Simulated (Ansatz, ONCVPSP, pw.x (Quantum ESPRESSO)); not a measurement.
**Equation-of-state test of one ONCV potential (potassium (K))**

ONCVPSP 4.0.1.1 (patched build) input, shortened (lines: element, Z, core and valence counts, functional; n l f; lmax; l rc ep ncon nbas qcut; lloc lpopt rc5 dvloc0; l nproj debl; icmod fcfact rcfact), PBE, scalar-relativistic:

```
  K 19.00    3    3        4      upf
    1    0    2.00
    2    0    2.00
    2    1    6.00
    3    0    2.00
    3    1    6.00
    4    0    1.00
    2
    0    1.85    0.00    3    7    6.90
    1    2.10    0.00    3    7    5.10
    2    1.85    0.41    3    8    5.80
    2    5    1.85    0.00
    0    2    2.60
    1    2    0.30
    2    0    1.50
    0    0.00    0.00
```

In the p channel the program set the typed energies aside and used -0.691, 0.250 Ha.

Crystal test: fcc K in pw.x 7.5, no spin, 9³ k-points, Fermi–Dirac smearing 0.01 Ry, cutoffs 45/180 Ry. The reference is all-electron LAPW (Ansatz 0.2.0) with the same functional, mesh and smearing; V0 and B0 come from Birch–Murnaghan fits to the pressures at five volumes. Errors are pseudo minus all-electron; Δ is the rms difference of the E(V) curves that follow from these fits, minima aligned, over ±6 % about the mean V0. Mesh and smearing are coarse, so the numbers serve the comparison and aren't converged zero-temperature values; the lattice is a test structure that the element need not adopt.

All-electron: a0 = 6.675 Å (V0 = 74.37 Å³/atom), B0 = 3.5 GPa.

Problem. How far does the potential miss the all-electron equation of state?

Solution. mean pressure error (GPa): +0.01; a0 (Å): 6.685; a0 error (%): +0.14; B0 error (%): -0.4; Δ (meV/atom): 0.2. The generator flags a localised state at positive energy (s at 11 eV).

```json
{"V (Å³/atom)": "70.778", "P all-electron (GPa)": "0.19", "P pseudo (GPa)": "0.20"}
{"V (Å³/atom)": "72.640", "P all-electron (GPa)": "0.09", "P pseudo (GPa)": "0.10"}
{"V (Å³/atom)": "74.503", "P all-electron (GPa)": "-0.01", "P pseudo (GPa)": "0.01"}
{"V (Å³/atom)": "76.366", "P all-electron (GPa)": "-0.09", "P pseudo (GPa)": "-0.07"}
{"V (Å³/atom)": "78.228", "P all-electron (GPa)": "-0.16", "P pseudo (GPa)": "-0.15"}
```

Problem. At the middle volume, how do free energy and pressure move when the wave cutoff is lowered (ecutrho kept at four times it)?

Solution.

| cutoff (Ry) | shift of F (meV/atom) | shift of P (GPa) |
| --- | --- | --- |
| 20 | +447.5 | -3.60 |
| 27 | +80.2 | -0.75 |
| 36 | +4.6 | -0.09 |

The run at the middle volume (35 k-points, 9 iterations) took about 30 s on one core of a shared host (Neoverse-N1, 64 threads, 124 GiB, load 57).
